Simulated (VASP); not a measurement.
**KMgF3 under changes of volume**

One of the cells (12.918 Å³/atom); the others are scaled copies at fixed shape and fractional positions:

```xyz
5
Lattice="4.0123 0.0000 0.0000 0.0000 4.0123 0.0000 0.0000 0.0000 4.0123" Properties=species:S:1:pos:R:3 pbc="T T T"
K     2.0061    2.0061    2.0061
Mg    0.0000    0.0000    0.0000
F     0.0000    0.0000    2.0061
F     0.0000    2.0061    0.0000
F     2.0061    0.0000    0.0000
```

- Program: VASP 6.6.1
- Functional: PBEsol
- Potentials or basis: VASP PAW PBE potentials, release 64 (K_sv, Mg, F)
- Cutoff: 520 eV
- k mesh: 7 × 7 × 7
- Occupations: fermi-dirac, width 0.05 eV
- Spin: no spin polarisation

```tsv
volume (Å³/atom)	energy over the lowest point (meV/atom)	pressure (GPa)	gap on the mesh (eV)
11.905	12.39	5.2	7.63
12.159	?	?	?
12.412	0.91	1.5	7.31
12.918	0.00	-1.5	7.01
13.172	2.83	-2.7	6.87
13.425	7.56	-3.9	6.74
```

Q: What does the run at 12.159 Å³/atom give?

A: Energy over the lowest point 5.17 meV/atom; pressure 3.2 GPa; gap on the mesh 7.47 eV.

Worked out: A Birch-Murnaghan fit of order 3 (a polynomial in V^(-2/3)) to the other rows has its minimum at 12.71 Å³/atom with B0 = V·E''(V) = 73 GPa and B' = 4.5. It gives 5.17 meV/atom at 12.159 Å³/atom, against the run's 5.17, and -dE/dV = 3.6 GPa, against 3.2. A straight line through the other rows of the gap, of slope -7.43 eV per unit of ln V, gives 7.47 eV, against the run's 7.47.

Energies are extrapolated to zero smearing.

Caveats: the PAW data sets were made with another functional, which shifts forces and pressure a little; an odd mesh through Γ misses points on the zone boundary, where band edges often lie.
